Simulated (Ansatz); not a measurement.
Input of an Ansatz 0.2.0 run:

input.yaml

```yaml
crystal:
  lattice:
    - [0.0, 2.702, 2.702]
    - [2.702, 0.0, 2.702]
    - [2.702, 2.702, 0.0]
  atoms:
    - { symbol: Zn, position: [0.75, 0.75, 0.75] }
    - { symbol: S, position: [0.0, 0.0, 0.0] }
hamiltonian:
  xc: pbe
  pseudopotentials: { kind: paw }
kpoints:
  mp_grid: { grid: [7, 7, 7] }
scf:
  occupations: { method: fixed }
output:
  forces: true
  stress: true
elastic:
  mode: clamped_ion
  stencil: two_point
```

Potentials or basis: Ansatz PAW.

The run is started by

```sh
$ ansatz run input.yaml --threads 2 --pin off --max-ram 5632MiB --backend cpu --events-out ev --progress --plain --runs-dir out
```

**Question.** Predict the clamped-ion elastic constants C11, C12, C44.

**Answer.** 104, 63, 69 GPa.

**Question.** What does it give for the Voigt bulk modulus?

**Answer.** 77 GPa.

**Question.** What does it give for the band gap on the k mesh?

**Answer.** 2.11 eV, direct.

Elastic tensor in Voigt notation (GPa, ions clamped, in the Cartesian axes of the cell as first typed):
```
104  63  63   0   0   0
 63 104  63   0   0   0
 63  63 104   0   0   0
  0   0   0  69   0   0
  0   0   0   0  69   0
  0   0   0   0   0  69
```

Caveat: odd divisions of the mesh miss points on the zone boundary, where band edges often lie, so the gap on the mesh can be too wide.

**What was measured.**

“Electronic, vibrational, and thermodynamic properties of ZnS (zincblende and rocksalt structure)”, 2009, arxiv:0911.5022 quotes, for a bulk crystal of ZnS at 19 K: band gap 3.85 eV (direct).

Against the measured gap of ZnS, 3.85 eV (direct; 19 K; quoted in “Electronic, vibrational, and thermodynamic properties of ZnS (zincblende and rocksalt structure)”, 2009, arxiv:0911.5022), the calculated 2.11 eV is off by -1.74 eV. The value is that of PBE, without temperature or zero-point motion. Semilocal functionals fall short of measured gaps as a rule.
